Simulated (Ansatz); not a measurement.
Runs of Ansatz 0.2.0 on KCl. Symmetry: Pm-3m, No. 221, cubic system. The conventional cell has a = 3.839 Å, b = 3.839 Å, c = 3.839 Å, α = 90.00°, β = 90.00°, γ = 90.00°. K (site symmetry m-3m) is surrounded by 8 Cl at 3.32 Å. Cl (site symmetry m-3m) is surrounded by 8 K at 3.32 Å. Measurements of this composition are mostly on another form, of space group No. 225.

```tsv
share of exact exchange	gap on the mesh (eV)	pressure (GPa)
0.2	5.87	-0.4
0.3	6.41	-0.5
0.05	(b)	-0.1
0.15	(a)	-0.3
0.5	7.53	-0.9
0.1	5.33	-0.2
0.4	6.97	-0.7
0.25	6.14	-0.4
```

Alike in all rows: task single point; level HSE06 form with a typed share of exact exchange; potentials or basis Ansatz PAW; no spin polarisation; cell as given; k mesh 4 × 4 × 4; cutoff (eV) 420; smearing fermi-dirac 0.05 eV.

Q: Fill in the values left out.

A: (a) 5.60; (b) 5.06.

Caveats: the PAW data sets come from PBE, with cores solved anew for the run's functional, which leaves a small shift of forces and pressure; the thresholds are loose for stress.

A k mesh can miss the band edges.
